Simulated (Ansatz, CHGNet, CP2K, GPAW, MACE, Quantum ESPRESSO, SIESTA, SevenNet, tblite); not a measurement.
# Running 1T-MgBr2 antidot lattice, bare edges (41 atoms) with tblite

Wanted: tblite inputs and outputs for 1T-MgBr2 antidot lattice, bare edges (41 atoms), checked against a plane-wave reference.

Main program and level: tblite 0.8.0; the method is named at each step.

### Step 1. Set-up

The cell holds 41 atoms: 15 Mg and 26 Br. Cell: a = 15.280 Å, b = 13.233 Å, c = 15.000 Å, α = 90.0°, β = 90.0°, γ = 90.0°. It derives from MgBr2 (1T-MgBr2). 1T-MgBr2 (a = 3.82 Å), rectangular cell with x along the zigzag direction; 4 x 2 cells with a hole of radius 3.5 Å, 12 Å of vacuum; not relaxed, displaced by a Gaussian of 0.02 Å. Then every atom was moved at random, 0.03 Å r.m.s. a Cartesian component. Vacuum lies along c. The structure's axis is a.

The yardstick, on the same geometry:

| Property | Result |
| --- | --- |
| method | Kohn-Sham DFT, PBE, SSSP efficiency 1.3.0 pseudopotentials, plane waves (Quantum ESPRESSO 7.5); sssp-pbe-1.3.0-efficiency, cutoffs 45/360 Ry, Γ point |
| r.m.s. force component | 0.197 eV/Å |
| longest force | 0.6244 eV/Å |
| time | 2.5 min on 4 MPI ranks of Arm Neoverse V2, shared host |
| CPU time | 9.9 min |

### Step 2. GFN1-xTB

Method: GFN1-xTB tight binding, diagonalisation.

File run.py:

```python
import numpy as np
from ase.io import read
from tblite.ase import TBLite

atoms = read("structure.xyz")
atoms.calc = TBLite(method="GFN1-xTB", electronic_temperature=580, accuracy=1.0, max_iterations=250, mixer_damping=0.1, verbosity=1)
energy = atoms.get_potential_energy()
forces = atoms.get_forces()
print(f"energy {energy:.6f} eV")
print("forces (eV/A)")
for i, (a, f) in enumerate(zip(atoms, forces)):
    print(f"{i:4d} {a.symbol:2s} {f[0]:10.5f} {f[1]:10.5f} {f[2]:10.5f}")
print("charges (e)")
print(np.array2string(atoms.get_charges(), precision=4, suppress_small=True, max_line_width=110, threshold=100000))
```

File structure.xyz:

```xyz
41
Lattice="15.28000 0.00000 0.00000 0.00000 13.23287 0.00000 0.00000 0.00000 15.00000" Properties=species:S:1:pos:R:3 pbc="T T T"
Mg 15.26518 13.22268 7.48200
Br 15.26610 2.22140 9.06120
Br 1.88555 1.09092 5.98440
Mg 1.88219 3.32238 7.54545
Br 1.96440 5.49310 9.02235
Br 0.03759 4.42401 6.01725
Mg 15.27496 6.61511 7.49535
Br 0.01497 8.78715 9.03180
Br 1.93628 7.68989 6.06345
Mg 1.90908 9.89938 7.47435
Br 1.95477 12.09696 9.02505
Br 15.25051 11.02986 5.97045
Mg 3.81725 13.19039 7.49775
Br 3.87745 2.21214 8.94990
Br 5.74925 1.11487 5.99970
Mg 5.72740 3.35916 7.50765
Br 3.81404 4.43275 6.02325
Mg 3.85759 6.62318 7.47975
Br 3.80564 8.79218 9.00855
Mg 5.67102 9.90110 7.46370
Br 5.73046 12.09378 9.01995
Br 3.80854 11.04468 6.01320
Mg 7.62166 13.23022 7.53855
Br 7.62625 2.24072 9.00810
Br 9.55581 1.05426 6.02835
Mg 9.59752 3.30001 7.51245
Mg 9.54236 9.87344 7.49400
Br 9.55107 12.09418 8.97990
Br 7.63068 11.06017 6.04905
Mg 11.48552 13.17703 7.54110
Br 11.49499 2.21955 8.96910
Br 13.39048 1.09714 6.00255
Mg 13.41401 3.33323 7.50990
Br 13.35533 5.49191 8.91780
Br 11.45282 4.42600 5.96490
Mg 11.48139 6.63814 7.51140
Br 11.46260 8.77247 9.00000
Br 13.42837 7.73699 5.93610
Mg 13.35014 9.92412 7.51260
Br 13.40652 12.22770 8.99580
Br 11.47513 11.02073 6.02190
```

On the command line:

```
$ OMP_NUM_THREADS=1 python run.py > output.txt
```

Output:

```text
------------------------------------------------------------
  cycle        total energy    energy error   density error
------------------------------------------------------------
      1     -111.1444791467  -1.1110643E+02   6.9791936E-01
      2     -112.2534245696  -1.1089454E+00   5.8633631E-01
      3     -112.1615433643   9.1881205E-02   2.9338500E-01
      4     -113.2191517830  -1.0576084E+00   2.3214415E-01
      5     -113.3551827917  -1.3603101E-01   4.6733265E-02
      6     -113.3645704576  -9.3876659E-03   1.4058332E-02
      7     -113.3681882424  -3.6177848E-03   5.7525974E-03
      8     -113.3688501816  -6.6193918E-04   1.3531194E-03
      9     -113.3688622396  -1.2058021E-05   9.7661875E-04
     10     -113.3688742764  -1.2036795E-05   4.6509039E-04
     11     -113.3688730996   1.1767911E-06   3.9170866E-04
     12     -113.3688739315  -8.3189236E-07   2.4495744E-04
     13     -113.3688746397  -7.0826189E-07   1.3964843E-04
     14     -113.3688749516  -3.1186900E-07   1.8876396E-05
------------------------------------------------------------
 total:                                   0.646 sec
energy -3084.924219 eV
forces (eV/A)
   0 Mg    0.22449    0.10586   -0.03208
   1 Br    0.12723   -0.03823   -0.29339
   2 Br    0.07155    0.05500    0.32970
   3 Mg    0.01136   -0.18338    0.02755
   4 Br   -0.16315   -0.07074   -0.01361
   5 Br   -0.06241   -0.04223    0.04968
   6 Mg    0.07156    0.03585    0.03441
   7 Br   -0.11584    0.11151   -0.27595
   8 Br   -0.14578    0.25632   -0.27009
   9 Mg   -0.16791    0.16882    0.12216
  10 Br   -0.15708    0.03442   -0.28941
  11 Br    0.11212   -0.08552    0.31329
  12 Mg    0.03607    0.20974    0.02625
  13 Br   -0.36279   -0.09943    0.12995
  14 Br    0.02731   -0.10318    0.08126
  15 Mg    0.40462    0.42560   -0.09383
  16 Br   -0.19530   -0.19295   -0.54741
  17 Mg    0.70607   -0.04071    0.13202
  18 Br   -0.17451    0.16669    0.49268
  19 Mg    0.43866   -0.52190    0.04452
  20 Br    0.08881    0.14490   -0.02367
  21 Br   -0.22784   -0.07905   -0.21306
  22 Mg    0.00224    0.07795   -0.00958
  23 Br    0.10272   -0.17479    0.38016
[...]
33 Br    0.17817   -0.03011    0.35081
  34 Br    0.17179   -0.08149   -0.33997
  35 Mg   -0.64485   -0.05989   -0.35124
  36 Br    0.36341    0.28490    0.61106
  37 Br   -0.03876    0.10607    0.19413
  38 Mg    0.20224    0.00362   -0.03182
  39 Br   -0.03782   -0.40462    0.04165
  40 Br    0.17469   -0.03661   -0.05817
charges (e)
[ 0.3656 -0.1917 -0.1899  0.3633 -0.1911 -0.182   0.3665 -0.1871 -0.1784  0.3643 -0.1898 -0.1875  0.3645
 -0.1825 -0.191   0.2502 -0.1721  0.2482 -0.1739  0.2458 -0.1878 -0.1766  0.3623 -0.1738 -0.1892  0.2498
  0.2306 -0.1871 -0.1746  0.3677 -0.1836 -0.1902  0.367  -0.1756 -0.1759  0.2475 -0.1699 -0.1914  0.3605
 -0.1799 -0.1814]
```

Wall time 1.1 s (1 thread of Arm Neoverse V2, shared host); peak memory 0.17 GiB.

Banners, paths, timers and routine set-up lines are dropped from the logs unmarked, and long logs keep their key lines alone; longer cuts are marked.

Numbers from this run, and their distance from the reference:

| Property | Result |
| --- | --- |
| r.m.s. force component | 0.2329 eV/Å |
| r.m.s. difference of force components | 148.1 meV/Å |
| longest difference of force vectors | 393.9 meV/Å |
| force difference over r.m.s. force | 75.2 % |
| slope of forces against the reference's | 0.9161 |
| correlation of force components | 0.7749 |

Length of the force difference by element (eV/Å):

```
element  atoms  mean  most
     Br     26  0.28  0.35
     Mg     15  0.17  0.39
```

The surroundings of Mg27, whose charge lies farthest from its element's mean, nearest first, numbered as they follow in the input and with coordinates relative to it.

```csv
atom,x,y,z,distance (Å),bonds,Mulliken charge (e),Fx,Fy,Fz (eV/Å)
Mg27,0.00,0.00,0.00,0.00,4,0.23,-0.40,-0.61,-0.08
Br28,0.01,2.22,1.49,2.67,3,-0.19,-0.04,0.21,0.17
Br29,-1.91,1.19,-1.44,2.67,3,-0.17,-0.09,0.09,-0.53
Br37,1.92,-1.10,1.51,2.68,3,-0.17,0.36,0.28,0.61
Br41,1.93,1.15,-1.47,2.69,3,-0.18,0.17,-0.04,-0.06
Mg36,1.94,-3.24,0.02,3.77,4,0.25,-0.64,-0.06,-0.35
Mg39,3.81,0.05,0.02,3.81,6,0.36,0.20,0.00,-0.03
Mg30,1.94,3.30,0.05,3.83,6,0.37,-0.13,0.20,-0.14
Mg23,-1.92,3.36,0.04,3.87,6,0.36,0.00,0.08,-0.01
Mg20,-3.87,0.03,-0.03,3.87,4,0.25,0.44,-0.52,0.04
```

Atoms are counted from 1 here, from 0 in the log.

Forces lie 75 % from the reference's, at 0.0018 times its CPU time (on 1 against 4 cores).

### Step 3. Summary of results

```yaml
force_difference_from_the_reference: tblite GFN1-xTB, 75 %
its_cpu_time: 1.1 s
```

In words: Tight binding differs by 75 % (tblite GFN1-xTB); it is another model, with fitted parameters of its own, and the xTB methods hold dispersion. One electronic-structure run takes under half the reference's CPU time: tblite GFN1-xTB, at 75 % in 1.1 s against 9.9 min, too far off to be of use. Periodic xTB results under one method name differ between programs and library versions. The runs have no spin polarisation, so any moments at edges, vacancies or dangling bonds can't form. The electronic-structure runs sample only Γ, in a cell whose shortest periodic width is 13 Å, which is coarse for a cell with partly filled levels.

[Also dropped from logs without a mark: logging warnings of Python, and SIESTA's first energy breakdown and zero terms.]

[Logs are printed without paths, hosts, clocks, repeated set-up lines and the standing remarks that a program may print on its own settings, such as how far it seeks lower states.]

[Hosts, paths, dates, database ids (printed as entryN), source tags and the programs' standing remarks are cut or masked in the printed files.]
